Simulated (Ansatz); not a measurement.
The parent structure is AlSb in the zinc blende structure (space group F-43m, No. 216; a = 6.2256 Å).

(Cell as relaxed with PBE.)

Levels (all Ansatz, a quantum-chemistry and plane-wave program, PAW, earlier PAW set): PBE (420 eV, spin-orbit coupling left out); r2SCAN (500 eV, without spin-orbit coupling).

Each level relaxes its own structure.

```
base                      PBE    r2SCAN
-------------------  --------  --------
volume per atom      30.16 Å³  29.47 Å³
lattice parameter a   6.226 Å   6.177 Å
band gap              1.24 eV   1.51 eV
```

One thing is altered: a negative pressure, −2 GPa.

| quantity | PBE | r2SCAN |
|---|---|---|
| band gap | 0.94 eV | [?] |
| shift of the gap caused by the change | -0.29 eV | [?] |
| shortest interatomic distance | 2.737 Å | [?] |

Given the PBE results, estimate those of r2SCAN.


- band gap, r2SCAN: 1.55 eV
- shift of the gap caused by the change, r2SCAN: +0.04 eV
- shortest interatomic distance, r2SCAN: 2.710 Å

PBE's band gap lies 0.61 eV below r2SCAN's; PBE's shift of the gap caused by the change lies 0.338 eV below r2SCAN's; PBE's shortest interatomic distance lies 0.0261 Å above r2SCAN's (1.0 %). Neither level is exact; r2SCAN is the comparison here, not a measurement.

With Sb present, leaving out spin-orbit coupling can change the band edges. Load acts through the strain it causes; cell and atoms are relaxed under it. Stability against distortions was not tested.
